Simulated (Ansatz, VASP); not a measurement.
Two plane-wave programs on AsPt4

```
As Pt
1.0
    -2.14375    2.14375    4.19752
     2.14375   -2.14375    4.19752
     2.14375    2.14375   -4.19752
As Pt
1 4
Cartesian
  0.0000 0.0000 0.0000
  0.0000 0.0000 1.9896
  0.0000 0.0000 6.4054
  0.0000 2.1438 0.0000
  2.1438 0.0000 0.0000
```

Change from the starting cell: species swapped into the SnF4 type (I4/mmm, No. 139).

Alike in both runs: task single point; functional PBE; k mesh 6 × 6 × 6; occupations gaussian, width 0.1 eV; no spin polarisation.

|  | VASP | Ansatz |
| --- | --- | --- |
| version | VASP 6.6.1 | Ansatz 0.2.0 |
| potentials or method | VASP PAW PBE potentials, release 64 (As, Pt) | scalar-relativistic, plane waves, PAW |
| plane-wave cutoff (eV) | 520 | 420 |
| valence electrons in the cell | 45 | 87 |

VASP gave:

| Quantity | Value |
| --- | --- |
| gap on the k mesh at the Fermi level (eV) | none |
| rms of the force components (eV/Å) | 4.330 |

Which values does Ansatz return?

gap on the k mesh at the Fermi level (eV): none; rms of the force components (eV/Å): 4.277.

Atom by atom the forces differ by 0.053 eV/Å (rms over components). A gap of «none» marks a metal or a gap that the smearing closes. With one functional, cell and mesh, what is left measures potentials, basis and numerics. The two sets of potentials don't hold the same shells in valence.

Caveats: forces of over 1 eV/Å show positions far from the minimum, so gaps and moduli don't describe the material at rest. The runs have no spin-orbit coupling, so splittings on Pt are missing.
